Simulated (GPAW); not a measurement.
ZrS2 and the effect of the Hubbard U on Zr d

```cif
data_structure
_symmetry_space_group_name_H-M 'P-3m1'
_symmetry_Int_Tables_number 164
_cell_length_a 3.6914
_cell_length_b 3.6914
_cell_length_c 6.0411
_cell_angle_alpha 90.000
_cell_angle_beta 90.000
_cell_angle_gamma 120.000
_cell_volume 71.29
loop_
_atom_site_label
_atom_site_type_symbol
_atom_site_symmetry_multiplicity
_atom_site_Wyckoff_symbol
_atom_site_fract_x
_atom_site_fract_y
_atom_site_fract_z
_atom_site_occupancy
Zr1 Zr 1 a 0.00000 0.00000 0.00000 1
S1 S 2 d 0.33333 0.66667 0.23791 1
```

Kept alike: task band structure; functional PBEsol; k mesh 8 × 8 × 5; occupations fermi-dirac, width 0.05 eV; no spin polarisation. Program: GPAW, PAW data sets generated for this functional, cutoff 600 eV. The mesh is that of the run's cell of 3 atoms. No spin-orbit coupling.

| Hubbard U on Zr d, U (eV) | band gap (eV) | pressure (GPa) |
| --- | --- | --- |
| 0 | 0.958 | -2.79 |
| 1 | 1.097 | -1.90 |
| 2 | ? | ? |
| 3 | 1.403 | -0.04 |
| 4 | 1.564 | 0.92 |
| 6 | 1.887 | 2.88 |
| 8 | 2.194 | 4.89 |

Pressure is positive in compression; the values hold the error of the finite cutoff, so their zero can differ a little from the energy's minimum. U acts here on a shell without spin polarisation. How U acts hangs on the program's projectors. Gaps are the smaller of the mesh's and the band path's.

Problem. Fit the rows shown and predict the run at 2 eV.

Solution. A least-squares line through the rows shown is band gap = 0.1557 U + 0.9463 (largest miss 0.0117); at U = 2 it gives 1.258 eV. A least-squares line through the rows shown is pressure = 0.9604 U - 2.862 (largest miss 0.072); at U = 2 it gives -0.94 GPa. The run gave: band gap 1.246 eV; pressure -0.98 GPa.
